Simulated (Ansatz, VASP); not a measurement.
## Two plane-wave programs on BaS

```xyz
2
Lattice="0.0000 3.5194 3.5194 3.5194 0.0000 3.5194 3.5194 3.5194 0.0000" Properties=species:S:1:pos:R:3 pbc="T T T"
Ba    0.0000    0.0000    0.0000
S     1.7597    1.7597    1.7597
```

Alike in both runs: task single point; functional PBE; k mesh 6 × 6 × 6; no spin polarisation.

|  | VASP | Ansatz |
| --- | --- | --- |
| version | VASP 6.6.1 | Ansatz 0.2.0 |
| potentials or method | VASP PAW PBE potentials, release 64 (Ba_sv, S) | plane waves, PAW |
| plane-wave cutoff (eV) | 520 | 420 |
| occupations | gaussian, width 0.01 eV | fixed |
| valence electrons in the cell | 16 | 16 |

|  | VASP | Ansatz | Ansatz less VASP |
| --- | --- | --- | --- |
| gap on the k mesh at the Fermi level (eV) | 2.76 | 2.75 | -0.016 |
| pressure (GPa) | 0.4 | 0.0 | -0.41 |

Caveats: spin-orbit coupling is left out, which moves the levels of the heavy elements. Expect the measured gap to be larger: semilocal functionals such as PBE lack the derivative discontinuity. A k mesh can miss the band edges.
